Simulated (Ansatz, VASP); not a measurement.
# One calculation of Hg, two programs

```
Hg
1.0
     5.40874    0.00000    0.00000
    -2.70437    4.68410    0.00000
     0.00000    0.00000    3.19956
Hg
3
Direct
  0.00000 0.00000 0.00000
  0.33333 0.66667 0.50000
  0.66667 0.33333 0.50000
```

Alike in both runs: functional r2SCAN; k mesh 9 × 9 × 12; occupations gaussian, width 0.1 eV; no spin polarisation.

Ansatz relaxed the structure, and its values are those at the end. VASP's run is a single point on that final structure, the one shown.

|  | VASP | Ansatz |
| --- | --- | --- |
| version | VASP 6.6.1 | Ansatz 0.2.0 |
| potentials or method | VASP PAW PBE potentials, release 64 (Hg) | scalar-relativistic, plane waves, PAW |
| plane-wave cutoff (eV) | 520 | 500 |
| valence electrons in the cell | 36 | 60 |

```tsv
	VASP	Ansatz	Ansatz less VASP
gap on the k mesh at the Fermi level (eV)	none	none	-
pressure (GPa)	0.2	0.0	-0.22
```

A gap of «none» marks a metal or a gap that the smearing closes. With one functional, cell and mesh, what is left measures potentials, basis and numerics. The two sets of potentials don't hold the same shells in valence.

Caveats: the PAW data sets were made with another functional, which shifts forces and pressure a little (VASP). The runs have no spin-orbit coupling, so splittings on Hg are missing.
